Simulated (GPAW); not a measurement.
Runs of GPAW 26.7.0 on CdSe (Cadmoselite). It takes space group P6_3mc (No. 186, hexagonal). Conventional cell: a = 4.300 Å, b = 4.300 Å, c = 7.020 Å, α = 90.00°, β = 90.00°, γ = 120.00°. Around Cd (site symmetry 3m) lie 4 Se at 2.61 to 2.70 Å. Around Se (site symmetry 3m) lie 4 Cd at 2.61 to 2.70 Å. 

```tsv
task	level	potentials or basis	spin	cell	k mesh	cutoff (eV)	smearing	band path	band points	spin axis theta (degrees)	spin axis phi (degrees)	optimizer	gap on the mesh (eV)	pressure (GPa)	relaxed volume (Å³/atom)	largest force (eV/Å)
band structure	WC	PAW data sets generated in the run's folder for this functional, pw	SOC, no magnetisation	as given	5 × 5 × 3	600	fermi-dirac 0.05 eV	GMKGALHA,LM,KH	100	0	0	-	0.42	0.1	-	(a)
relaxation of cell and atoms	BP86+D3	PAW data sets generated in the run's folder for this functional, pw	off	relaxed	5 × 5 × 3	600	fermi-dirac 0.05 eV	-	-	-	-	BFGS	(c)	0.0	27.30	-
single point	LDA	the program's PAW data sets (release 1.2.1) made for this functional, pw	off	as given	6 × 6 × 3	450	fermi-dirac 0.01 eV	-	-	-	-	-	0.42	(b)	-	0.25
relaxation of cell and atoms	PBEsol+D3(BJ)	PAW data sets generated in the run's folder for this functional, pw	off	relaxed	5 × 5 × 3	600	fermi-dirac 0.05 eV	-	-	-	-	BFGS	0.60	0.0	27.18	-
```

Problem. Fill in the values left out.

Solution. (a) 0.27; (b) -2.8; (c) 0.66.

Caveats: later steps reuse the first step's grids (some runs); spin-orbit coupling was added after a scalar SCF, so levels and gaps hold it while energy, forces, pressure and moments don't (some runs); this program's spin-orbit splittings come out too wide for heavy elements (some runs); the cutoff is short for stress and forces, so pressures can be off by a GPa or more (some runs).

A k mesh can miss the band edges, and rows without SOC leave out spin-orbit coupling on Cd, Se.

Runs at the PBE level aren't shown here.
